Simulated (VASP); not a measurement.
Runs of VASP 6.6.1 on Ag. The structure is cubic, space group Im-3m (No. 229). Conventional cell: a = 3.246 Å, b = 3.246 Å, c = 3.246 Å, α = 90.00°, β = 90.00°, γ = 90.00°. Around Ag (site symmetry m-3m) lie 8 Ag at 2.81 Å. This isn't the form of Ag at room conditions, which is fcc.

```tsv
task	level	potentials or basis	cell	k mesh	cutoff (eV)	mesh quality	gap on the mesh (eV)	pressure (GPa)	relaxed volume (Å³/atom)
relaxation of cell and atoms	PBEsol	VASP PAW PBE potentials, release 64 (Ag)	relaxed	6 × 6 × 6	600	coarse	none	0.0	16.76
relaxation of cell and atoms	PBEsol	VASP PAW PBE potentials, release 64 (Ag)	relaxed	18 × 18 × 18	300	not flagged	none	0.0	16.70
single point	PBEsol	VASP PAW PBE potentials, release 64 (Ag)	as given	18 × 18 × 18	520	not flagged	none	(a)	-
relaxation of cell and atoms	LDA	VASP PAW LDA potentials, release 64 (Ag)	relaxed	18 × 18 × 18	600	not flagged	none	0.0	16.14
relaxation of cell and atoms	RPBE	VASP PAW PBE potentials, release 64 (Ag)	relaxed	18 × 18 × 18	600	not flagged	none	0.0	(b)
```

Alike in all rows: no spin polarisation; smearing gaussian 0.1 eV.

**Question.** Fill in the values left out.

**Answer.** (a) -2.2; (b) 18.85.

Caveats: some runs use coarse meshes; the PAW data sets were made with another functional, which shifts forces and pressure a little (some runs); the cutoff is under 1.25 times the usual one of these potentials, so pressure, stress and relaxed cells hold a basis-set (Pulay) error (some runs).

A k mesh can miss the band edges, and the runs leave out spin-orbit coupling on Ag.

A gap of «none» marks a metal or a gap under the smearing width.

Not every run made on this cell is shown here.
